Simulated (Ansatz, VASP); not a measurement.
# One calculation of Si, two programs

```xyz
2
Lattice="0.0000 2.7493 2.7493 2.7493 0.0000 2.7493 2.7493 2.7493 0.0000" Properties=species:S:1:pos:R:3 pbc="T T T"
Si    4.1239    4.1239    4.1239
Si    2.7493    2.7493    2.7493
```

Alike in both runs: task relaxation of cell and atoms; functional LDA; k mesh 11 × 11 × 11; occupations fermi-dirac, width 0.05 eV; no spin polarisation.

|  | VASP | Ansatz |
| --- | --- | --- |
| version | VASP 6.6.1 | Ansatz 0.2.0 |
| potentials or method | VASP PAW LDA potentials, release 64 (Si), cutoff 600 eV | all-electron LAPW, scalar-relativistic |

```tsv
	VASP	Ansatz	Ansatz less VASP
relaxed volume (Å³/atom)	19.72	19.69	-0.024
relaxed cell length with the largest relative difference (Å)	3.821	3.819	-0.0016
energy change over the relaxation (meV/atom)	-16	-16	-0.6
```

Ansatz ran all-electron here, so the differences hold the error of VASP's frozen core and of both bases.

 Zero-point motion and thermal expansion aren't in these numbers. LDA usually gives volumes a few per cent too small.
